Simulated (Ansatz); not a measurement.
# Li16NO7: the cost of one run

Program: Ansatz 0.2.0. Level of theory: DFT, PBE, plane-wave PAW, default files, scalar-relativistic, as far as a step names no other. These are calculated values, not measurements.

### 1 The system as given

The structure is cubic, space group Fm-3m (No. 225). The conventional cell has a = 9.220 Å, b = 9.220 Å, c = 9.220 Å, α = 90.00°, β = 90.00°, γ = 90.00°. Li (site symmetry 3m) is surrounded by 1 N at 2.00 Å and 3 O at 2.00 Å. Li (site symmetry 3m) has 4 O at 2.00 Å as nearest neighbours. Around N (site symmetry m-3m) lie 8 Li at 2.00 Å. O (site symmetry mmm) is surrounded by 8 Li at 2.00 Å. Around O (site symmetry m-3m) lie 8 Li at 2.00 Å.

Structure file:

```cif
data_structure
_symmetry_space_group_name_H-M 'P 1'
_symmetry_Int_Tables_number 1
_cell_length_a 6.5195
_cell_length_b 6.5195
_cell_length_c 6.5195
_cell_angle_alpha 60.000
_cell_angle_beta 60.000
_cell_angle_gamma 60.000
_cell_volume 195.94
loop_
_atom_site_label
_atom_site_type_symbol
_atom_site_fract_x
_atom_site_fract_y
_atom_site_fract_z
_atom_site_occupancy
Li1 Li 0.12500 0.12500 0.12500 1
Li2 Li 0.12500 0.12500 0.62500 1
Li3 Li 0.12500 0.62500 0.12500 1
Li4 Li 0.12500 0.62500 0.62500 1
Li5 Li 0.62500 0.12500 0.12500 1
Li6 Li 0.62500 0.12500 0.62500 1
Li7 Li 0.62500 0.62500 0.12500 1
Li8 Li 0.62500 0.62500 0.62500 1
Li9 Li 0.37500 0.37500 0.37500 1
Li10 Li 0.37500 0.37500 0.87500 1
Li11 Li 0.37500 0.87500 0.37500 1
Li12 Li 0.37500 0.87500 0.87500 1
Li13 Li 0.87500 0.37500 0.37500 1
Li14 Li 0.87500 0.37500 0.87500 1
Li15 Li 0.87500 0.87500 0.37500 1
Li16 Li 0.87500 0.87500 0.87500 1
N1 N 0.00000 0.00000 0.00000 1
O1 O 0.00000 0.00000 0.50000 1
O2 O 0.00000 0.50000 0.00000 1
O3 O 0.00000 0.50000 0.50000 1
O4 O 0.50000 0.00000 0.00000 1
O5 O 0.50000 0.00000 0.50000 1
O6 O 0.50000 0.50000 0.00000 1
O7 O 0.50000 0.50000 0.50000 1
```

Atom 17 of the input is the impurity.

### 2 Gradients at the starting positions

input.yaml

```yaml
crystal:
  lattice:
    - [0.0, 4.61, 4.61]
    - [4.61, 0.0, 4.61]
    - [4.61, 4.61, 0.0]
  atoms:
    - { symbol: Li, position: [0.125, 0.125, 0.125] }
    - { symbol: Li, position: [0.125, 0.125, 0.625] }
    - { symbol: Li, position: [0.125, 0.625, 0.125] }
    - { symbol: Li, position: [0.125, 0.625, 0.625] }
    - { symbol: Li, position: [0.625, 0.125, 0.125] }
    - { symbol: Li, position: [0.625, 0.125, 0.625] }
    - { symbol: Li, position: [0.625, 0.625, 0.125] }
    - { symbol: Li, position: [0.625, 0.625, 0.625] }
    - { symbol: Li, position: [0.375, 0.375, 0.375] }
    - { symbol: Li, position: [0.375, 0.375, 0.875] }
    - { symbol: Li, position: [0.375, 0.875, 0.375] }
    - { symbol: Li, position: [0.375, 0.875, 0.875] }
    - { symbol: Li, position: [0.875, 0.375, 0.375] }
    - { symbol: Li, position: [0.875, 0.375, 0.875] }
    - { symbol: Li, position: [0.875, 0.875, 0.375] }
    - { symbol: Li, position: [0.875, 0.875, 0.875] }
    - { symbol: "N", position: [0.0, 0.0, 0.0] }
    - { symbol: O, position: [0.0, 0.0, 0.5] }
    - { symbol: O, position: [0.0, 0.5, 0.0] }
    - { symbol: O, position: [0.0, 0.5, 0.5] }
    - { symbol: O, position: [0.5, 0.0, 0.0] }
    - { symbol: O, position: [0.5, 0.0, 0.5] }
    - { symbol: O, position: [0.5, 0.5, 0.0] }
    - { symbol: O, position: [0.5, 0.5, 0.5] }
total_charge: -1
kpoints:
  mp_grid: { grid: [4, 4, 4] }
scf:
  occupations: { method: fermi_dirac, width: 0.01 }
hamiltonian:
  xc: pbe
  pseudopotentials: { kind: paw }
output:
  forces: true
  stress: true
  populations: true
  efg:
    quadrupole_moments_barn: { Li: -0.0401, "N": 0.02044, O: -0.02558 }
    contact_densities: true
```

Run with:

```bash
$ ansatz run input.yaml --threads 1 --pin off --max-ram 2560MiB --backend cpu --events-out ev --progress --plain --runs-dir out
```

Q: Estimate wall time and peak memory on 1 thread of Arm Neoverse V2, shared host.

About 11 s, with a peak of 0.49 GiB.
